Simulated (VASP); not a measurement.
# FeSi2 (Linzhiite) (P4/mmm) in VASP: a series of runs, part 2 of 2

VASP 6.6.1.

## (3) Relaxation of cell and atoms, PBEsol

This run uses another cell than the first one, of 12.21 Å³/atom, 0.992 times its volume.

File INCAR:

```
PREC = Accurate
ENCUT = 600
EDIFF = 1E-7
ISMEAR = 1
SIGMA = 0.1
LREAL = False
LASPH = True
NELM = 80
ALGO = Normal
ISIF = 3
LWAVE = False
LCHARG = False
GGA = PS
IBRION = 2
NSW = 90
EDIFFG = -0.005
KPAR = 2
```

File KPOINTS:

```
regular mesh
0
Gamma
  14 14 8
```

File POSCAR:

```
FeSi2                                   
1.0
    2.6772798923     -0.0000000000     -0.0000000000
   -0.0000000000      2.6772798923      0.0000000000
   -0.0000000000     -0.0000000000      5.1105521103
  Fe              Si            
     1     2
Direct
     0.0000000000000000    0.0000000000000000    0.0000000000000000
     0.5000000000000000    0.5000000000000000    0.2720074545050941
     0.5000000000000000    0.5000000000000000    0.7279925454949062
```

Potentials or basis: VASP PAW PBE potentials, release 64 (Fe, Si).

Started as:

```bash
$ cat potpaw_PBE.64/Fe/POTCAR potpaw_PBE.64/Si/POTCAR > POTCAR
$ mpirun -np 2 vasp_std > vasp.out
```

OUTCAR:

```text
PREC = Accurate
   ENCUT = 600
   EDIFF = 1E-7
   ISMEAR = 1
   LREAL = False
   LASPH = True
   NELM = 80
   ISIF = 3
   GGA = PS
   IBRION = 2
   NSW = 90
   EDIFFG = -0.005

 ion  position               nearest neighbor table
   1  0.000  0.000  0.000-   2 2.35   3 2.35   2 2.35   3 2.35   2 2.35   3 2.35   2 2.35   3 2.35

   2  0.500  0.500  0.272-   3 2.33   1 2.35   1 2.35   1 2.35   1 2.35   3 2.78
   3  0.500  0.500  0.728-   2 2.33   1 2.35   1 2.35   1 2.35   1 2.35   2 2.78

  LATTYP: Found a simple tetragonal cell.
 ALAT       =     2.6772798923
 C/A-ratio  =     1.9088598562

  Lattice vectors:

 A1 = (   2.6772798923,   0.0000000000,   0.0000000000)
 A2 = (   0.0000000000,   2.6772798923,   0.0000000000)
 A3 = (   0.0000000000,   0.0000000000,   5.1105521103)

Analysis of symmetry for initial positions (statically):
=====================================================================
 Subroutine PRICEL returns:
 Original cell was already a primitive cell.

 Routine SETGRP: Setting up the symmetry group for a
 simple tetragonal supercell.

 Subroutine GETGRP returns: Found 16 space group operations
 (whereof 16 operations were pure point group operations)
 out of a pool of 16 trial point group operations.

The static configuration has the point symmetry D_4h.

Analysis of symmetry for dynamics (positions and initial velocities):
=====================================================================
 Subroutine PRICEL returns:
 Original cell was already a primitive cell.

 Routine SETGRP: Setting up the symmetry group for a
 simple tetragonal supercell.

 Subroutine GETGRP returns: Found 16 space group operations
 (whereof 16 operations were pure point group operations)
 out of a pool of 16 trial point group operations.

The dynamic configuration has the point symmetry D_4h.

 Subroutine INISYM returns: Found 16 space group operations
 (whereof 16 operations are pure point group operations),
 and found     1 'primitive' translations

----------------------------------------------------------------------------------------

                                     Primitive cell

  volume of cell :      36.6316

  direct lattice vectors                    reciprocal lattice vectors
     2.677279892  0.000000000  0.000000000     0.373513432  0.000000000  0.000000000
     0.000000000  2.677279892  0.000000000     0.000000000  0.373513432  0.000000000
     0.000000000  0.000000000  5.110552110     0.000000000  0.000000000  0.195673575

  length of vectors
     2.677279892  2.677279892  5.110552110     0.373513432  0.373513432  0.195673575

  position of ions in fractional coordinates (direct lattice)
     0.000000000  0.000000000  0.000000000
     0.500000000  0.500000000  0.272007455
     0.500000000  0.500000000  0.727992545

  ion indices of the primitive-cell ions
   primitive index   ion index
                 1           1
                 2           2
                 3           3

----------------------------------------------------------------------------------------

 KPOINTS: regular mesh

Automatic generation of k-mesh.
 Grid dimensions read from file:
 generate k-points for:   14   14    8

 Generating k-lattice:

  Cartesian coordinates                     Fractional coordinates (reciprocal lattice)
[... 47 lines left out ...]
   ions per type =               1   2
   NGX,Y,Z   is equivalent  to a cutoff of  14.90, 14.90, 13.66 a.u.
   NGXF,Y,Z  is equivalent  to a cutoff of  29.81, 29.81, 27.33 a.u.
 SYSTEM =  unknown system
   PREC   = accura    normal or accurate (medium, high low for compatibility)
   ISTART =      0    job   : 0-new  1-cont  2-samecut
   ICHARG =      2    charge: 1-file 2-atom 10-const
   ISPIN  =      1    spin polarized calculation?
   LNONCOLLINEAR =      F non collinear calculations
   LSORBIT =      F    spin-orbit coupling
   LASPH  =      T    aspherical Exc in radial PAW
   ENCUT  =  600.0 eV  44.10 Ry    6.64 a.u.   5.35  5.35 10.21*2*pi/ulx,y,z
   NELM   =     80;   NELMIN=  2; NELMDL= -5     # of ELM steps
   EDIFF  = 0.1E-06   stopping-criterion for ELM
   LREAL  =      F    real-space projection
   EDIFFG = -.5E-02   stopping-criterion for IOM
   NSW    =     90    number of steps for IOM
   IBRION =      2    ionic relax: 0-MD 1-quasi-New 2-CG
   NFREE  =      1    steps in history (QN), initial steepest desc. (CG)
   ISIF   =      3    stress and relaxation
   ISYM   =      2    0-nonsym 1-usesym 2-fastsym
   POTIM  = 0.5000    time-step for ionic-motion
   TEBEG  =    0.0;   TEEND  =   0.0 temperature during run
   PSTRESS=    0.0 pullay stress
   NELECT =      16.0000    total number of electrons
   NUPDOWN=      -1.0000    fix difference up-down
   EMIN   =  10.00;   EMAX   =-10.00  energy-range for DOS
   EFERMI =   0.00;   METHOD = LEGACY
   ISMEAR =     1;   SIGMA  =   0.10  broadening in eV -4-tet -1-fermi 0-gaus
   EFERMI_NEDOS =   21; number of points for ismear=-14 and -15
   IALGO  =     38    algorithm
   IMIX   =      4    mixing-type and parameters
     AMIX     =   0.40;   BMIX     =  1.00
     AMIX_MAG =   1.60;   BMIX_MAG =  1.00
  volume/ion in A,a.u.               =      12.21        82.40
  Fermi-wavevector in a.u.,A,eV,Ry     =   1.242119  2.347264 20.991863  1.542858
  Thomas-Fermi vector in A             =   2.376487
   LORBIT       =      0    0 simple, 1 ext, 2 COOP (PROOUT), +10 PAW based schemes
   GGA     = PS    functional components
   LHFCALC =     F    Hartree Fock is set to
   AEXX    =    0.0000 exact exchange contribution
   IVDW    =     0    specifies the selected vdW correction
   LEPSILON=     F    determine dielectric tensor
   LRPA    =     F    only Hartree local field effects (RPA)
 conjugate gradient relaxation of ions
 non-spin polarized calculation
 Methfessel and Paxton  Order N= 1 SIGMA  =   0.10
  energy-cutoff  :      600.00
  volume of cell :       36.63
 maximum number of plane-waves:      1240
 NGX is ok and might be reduce to    24
   NGX = 11   NGY = 11   NGZ = 21

 number of electron      15.9999999 magnetization

 Free energy of the ion-electron system (eV)
  ---------------------------------------------------
  ext. energy  EPLUGINS =         0.00000000
  ---------------------------------------------------
  free energy    TOTEN  =       -21.95198704 eV

  energy without entropy =      -21.95196693  energy(sigma->0) =      -21.95198034

 E-fermi :  10.0361     XC(G=0): -12.1191

 val. band max:       10.0333602380   @ k =   0.4286   0.4286   0.0000
 cond. band min:      10.0420752211   @ k =   0.4286   0.4286   0.1250
 fundamental gap:      0.0087149831
 Fermi energy:        10.0361464365

 k-point     1 :       0.0000    0.0000    0.0000
  band No.  band energies     occupation
      1      -3.9901      2.00000
      2       0.8200      2.00000
      3       1.9937      2.00000
      4       6.4140      2.00000
      5       8.3467      2.00000
      6       8.5155      2.00000
      7       8.5155      2.00000
      8       9.4034      2.00000
      9      14.6420      0.00000
     10      14.6420      0.00000
     11      16.5795      0.00000
     12      17.1705      0.00000
[... 331 lines left out ...]
 k-point    24 :       0.3571    0.2143    0.0000
  band No.  band energies     occupation
      1      -0.6727      2.00000
      2       3.0530      2.00000
      3       4.4328      2.00000
      4       5.0197      2.00000
      5       6.3750      2.00000
      6       7.6661      2.00000
      7       7.9932      2.00000
      8       9.4901      2.00000
      9      10.0112      1.40841
     10      12.6319      0.00000
     11      12.7525      0.00000
     12      14.1070      0.00000

 [... further k-points ...]

------------------------ aborting loop because EDIFF is reached ----------------------------------------

  FORCE on cell =-STRESS in cart. coord.  units (eV):
  Direction    XX          YY          ZZ          XY          YZ          ZX
  --------------------------------------------------------------------------------------
  -------------------------------------------------------------------------------------
  Total        0.0133800      0.0133800     -0.0057350      0.0000000      0.0000000      0.0000000
  in kB        0.5852099      0.5852099     -0.2508354      0.0000000      0.0000000      0.0000000
  external PRESSURE =       0.3065281 kB  Pullay stress =       0.0000000 kB

 VOLUME and BASIS-vectors are now :
 -----------------------------------------------------------------------------
  energy-cutoff  :      600.00
  volume of cell :       36.63
      direct lattice vectors                 reciprocal lattice vectors
     2.677279892  0.000000000  0.000000000     0.373513432  0.000000000  0.000000000
     0.000000000  2.677279892  0.000000000     0.000000000  0.373513432  0.000000000
     0.000000000  0.000000000  5.110552110     0.000000000  0.000000000  0.195673575

 POSITION                                       TOTAL-FORCE (eV/Angst)
 -----------------------------------------------------------------------------------
      0.00000      0.00000      0.00000         0.000000      0.000000      0.000000
      1.33864      1.33864      1.39011         0.000000     -0.000000      0.002846
      1.33864      1.33864      3.72044        -0.000000     -0.000000     -0.002846
 -----------------------------------------------------------------------------------
    total drift:                                0.000000     -0.000000      0.000000

  FREE ENERGIE OF THE ION-ELECTRON SYSTEM (eV)
  ---------------------------------------------------
  free  energy   TOTEN  =       -21.9519870380 eV

  energy  without entropy=      -21.9519669297  energy(sigma->0) =      -21.95198034

 reached required accuracy - stopping structural energy minimisation
```

OSZICAR:

```text
N       E                     dE             d eps       ncg     rms          rms(c)
DAV:   1     0.742578327991E+02    0.74258E+02   -0.80032E+03  4320   0.152E+03
DAV:   2    -0.186022037590E+02   -0.92860E+02   -0.85276E+02  4352   0.265E+02
DAV:   3    -0.236033328631E+02   -0.50011E+01   -0.47559E+01  5692   0.683E+01
DAV:   4    -0.237543052224E+02   -0.15097E+00   -0.15006E+00  5456   0.106E+01
DAV:   5    -0.237588515117E+02   -0.45463E-02   -0.45438E-02  5868   0.189E+00    0.177E+01
DAV:   6    -0.268187226962E+02   -0.30599E+01   -0.32057E+01  6152   0.124E+02    0.200E+01
DAV:   7    -0.220965864334E+02    0.47221E+01   -0.21973E+01  6224   0.109E+02    0.523E+00
DAV:   8    -0.219885421973E+02    0.10804E+00   -0.81325E-01  5692   0.998E+00    0.192E+00
DAV:   9    -0.219540364761E+02    0.34506E-01   -0.10620E-01  6344   0.652E+00    0.705E-01
DAV:  10    -0.219520225331E+02    0.20139E-02   -0.49261E-03  5104   0.663E-01    0.109E-01
DAV:  11    -0.219519982634E+02    0.24270E-04   -0.34577E-04  5736   0.265E-01    0.658E-02
DAV:  12    -0.219519884271E+02    0.98362E-05   -0.28485E-05  5464   0.592E-02    0.270E-02
DAV:  13    -0.219519870174E+02    0.14098E-05   -0.93355E-06  6360   0.476E-02    0.827E-03
DAV:  14    -0.219519870380E+02   -0.20616E-07   -0.59615E-07  5592   0.871E-03
   1 F= -.21951987E+02 E0= -.21951980E+02  d E =-.219520E+02
```

CONTCAR:

```text
FeSi2
   1.00000000000000
     2.6772798923000001    0.0000000000000000    0.0000000000000000
     0.0000000000000000    2.6772798923000001    0.0000000000000000
     0.0000000000000000    0.0000000000000000    5.1105521102999996
  Fe              Si
     1     2
Direct
     0.0000000000000000    0.0000000000000000    0.0000000000000000
     0.5000000000000000    0.5000000000000000    0.2720074545050934
     0.5000000000000000    0.5000000000000000    0.7279925454949066

  0.00000000E+00  0.00000000E+00  0.00000000E+00
  0.00000000E+00  0.00000000E+00  0.00000000E+00
  0.00000000E+00  0.00000000E+00  0.00000000E+00
```

Wall time 46 s (2 MPI ranks of Intel Xeon Platinum 8375C at 2.90GHz (Ice Lake), shared host); peak memory 0.23 GiB.

What came out:

| Item | Value |
| --- | --- |
| Free energy | -21.9520 eV |
| Pressure after relaxing | 0.0 GPa |
| Band gap on the k mesh | none (metal or under the smearing width) |

Forces in eV/Å, atoms in the order of the input:
```
Fe   0.000  0.000  0.000
Si   0.000  0.000  0.003
Si   0.000  0.000 -0.003
```

Final structure:
```xyz
3
Lattice="2.6773 0.0000 0.0000 0.0000 2.6773 0.0000 0.0000 0.0000 5.1106" Properties=species:S:1:pos:R:3 pbc="T T T"
Fe    0.0000    0.0000    0.0000
Si    1.3386    1.3386    1.3901
Si    1.3386    1.3386    3.7204
```

Caveat: the relaxation stopped at its first step, so nothing moved; the PAW data sets were made with another functional, which shifts forces and pressure a little. Spin polarisation is off, so any magnetic state and its effect on volume and gap are missing.
